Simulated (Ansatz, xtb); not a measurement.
**Loss of CH4: C5H10O2 → C4H6O2 + CH4**

Species: C5H10O2 `COC1CCCO1`, singlet; C4H6O2 (gamma-butyrolactone) `O=C1CCCO1`, singlet; CH4 (methane) `C`, singlet. 

Shapes, held fixed at every level: PBE0-D4/def2-TZVP. Flexible molecules stand in one conformer, not always the lowest. Programs: Ansatz 0.2.0, xtb 6.7.1, xtb 6.7.1 later snapshot. Electronic energies: no zero-point or thermal term.

| level | kind | ΔE (kJ/mol) | less CCSD(T)/CBS estimate |
| --- | --- | --- | --- |
| GFN2-xTB | semi-empirical | -11.4 | +50.1 |
| HF/def2-TZVPP | Hartree–Fock | -87.5 | -26.0 |
| SPW92/def2-TZVPP | LDA | -34.9 | +26.6 |
| B3LYP-D4/def2-TZVPP | global hybrid | -75.3 | -13.8 |
| BHLYP-D4/def2-TZVPP | global hybrid | -61.8 | -0.3 |
| PBE0-D4/def2-TZVPP | global hybrid | -61.9 | -0.4 |
| MP2/def2-SVP | perturbation theory | -69.2 | -7.7 |
| CCSD(T)/def2-TZVPP | coupled cluster or CI | -63.8 | -2.3 |
| CCSD(T)/CBS estimate | coupled cluster or CI | -61.5 | 0.0 |

The highest level, CCSD(T)/CBS estimate, gives ΔE = -61.5 kJ/mol; the levels span -87.5 to -11.4. The column of differences is taken from that level and isn't an error. No measured value is set beside it here. The CBS estimate extrapolates MP2 from def2-TZVPP and def2-QZVPP and adds CCSD(T) − MP2 in the triple-zeta set, cores frozen.
